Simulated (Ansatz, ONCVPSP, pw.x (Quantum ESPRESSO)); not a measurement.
## What a changed setting does to a pw.x run (sc Mo)

Potential: optimised norm-conserving Vanderbilt (ONCV), ONCVPSP 4.0.1.1 (patched build), LDA (Perdew-Wang 92); core [Ar] 3d10, reference 4s2 4p6 4d5 5p1; waves: 4s: rc 1.50 bohr, ncon 4, nbas 8, qcut 8.9 1/bohr, 1 projector; 4p+5p: rc 2.35 bohr, ncon 4, nbas 7, qcut 5.7 1/bohr, 2 projectors; 4d: rc 2.15 bohr, ncon 4, nbas 9, qcut 7.6 1/bohr, 2 projectors, debl 1.6 Ha; local part: polynomial inside 1.35 bohr (lpopt 2, dvloc0 -1 Ha); core correction: Teter function, fcfact 3.25, rcfact 1.25.

The reference run (k-mesh 13³, cutoffs 75/300 Ry, Fermi–Dirac 0.01 Ry, mixing_beta 0.4, conv_thr 1e-9, no spin) gives -1.33 GPa at 16.819 Å³/atom, where all-electron LAPW gives -1.72 GPa. This run, with its own iteration cap, changes k-mesh points per axis to 6.

```
&control
  calculation='scf', prefix='x', pseudo_dir='./', outdir='./tmp', tstress=.true., disk_io='none'
/
&system
  ibrav=0, nat=1, ntyp=1, ecutwfc=75, ecutrho=300, nbnd=15,
  occupations='smearing', smearing='fd', degauss=0.01
/
&electrons
  conv_thr=1e-09, mixing_beta=0.4, electron_maxstep=60
/
ATOMIC_SPECIES
Mo 1.0 Mo.UPF
CELL_PARAMETERS angstrom
  2.56212348 0.00000000 0.00000000
  0.00000000 2.56212348 0.00000000
  0.00000000 0.00000000 2.56212348
ATOMIC_POSITIONS crystal
Mo 0.0000 0.0000 0.0000
K_POINTS automatic
6 6 6 0 0 0
```

```bash
pw.x < Mo.scf.in > Mo.scf.out
```

**Question.** How does the run end?

**Answer.** It converges in 8 iterations; the free energy moves by -76.9 meV/atom and the pressure by -0.66 GPa.

```
Message from routine setup:
     using ibrav=0 with symmetry is DISCOURAGED, use correct ibrav instead
     lattice parameter (alat)  =       4.8417  a.u.
     unit-cell volume          =     113.5002 (a.u.)^3
     number of electrons       =        14.00
     number of Kohn-Sham states=           15
     kinetic-energy cutoff     =      75.0000  Ry
     charge density cutoff     =     300.0000  Ry
     scf convergence threshold =      1.0E-09
     Exchange-correlation= SLA  PW   NOGX NOGC
     number of k points=    20  Fermi-Dirac smearing, width (Ry)=  0.0100
     iteration #  1     ecut=    75.00 Ry     beta= 0.40
     total energy              =    -140.57442300 Ry
     estimated scf accuracy    <       0.14331772 Ry
     iteration #  2     ecut=    75.00 Ry     beta= 0.40
     total energy              =    -140.58733080 Ry
     estimated scf accuracy    <       0.01025475 Ry
     iteration #  3     ecut=    75.00 Ry     beta= 0.40
     total energy              =    -140.58837999 Ry
     estimated scf accuracy    <       0.00118924 Ry
     iteration #  4     ecut=    75.00 Ry     beta= 0.40
     total energy              =    -140.58842275 Ry
     estimated scf accuracy    <       0.00002968 Ry
     iteration #  5     ecut=    75.00 Ry     beta= 0.40
     total energy              =    -140.58842795 Ry
     estimated scf accuracy    <       0.00000084 Ry
     iteration #  6     ecut=    75.00 Ry     beta= 0.40
     total energy              =    -140.58842819 Ry
     estimated scf accuracy    <       0.00000005 Ry
     iteration #  7     ecut=    75.00 Ry     beta= 0.40
     total energy              =    -140.58842818 Ry
     estimated scf accuracy    <       0.00000001 Ry
     iteration #  8     ecut=    75.00 Ry     beta= 0.40
     the Fermi energy is    19.0500 ev
!    total energy              =    -140.58842819 Ry
     estimated scf accuracy    <          1.3E-10 Ry
     smearing contrib. (-TS)   =      -0.00544330 Ry
     The total energy is F=E-TS. E is the sum of the following terms:
     one-electron contribution =     -26.38515463 Ry
     hartree contribution      =      21.00669157 Ry
     xc contribution           =     -20.34631809 Ry
     ewald contribution        =    -114.85820374 Ry
     convergence has been achieved in   8 iterations
          total   stress  (Ry/bohr**3)                   (kbar)     P=      -19.91
     Message from routine punch:
     Nothing written, as per user request (disk_io='none')
```

The run took about 4 s on one core of a shared host (Neoverse-V1, 32 threads, 247 GiB, load 22).
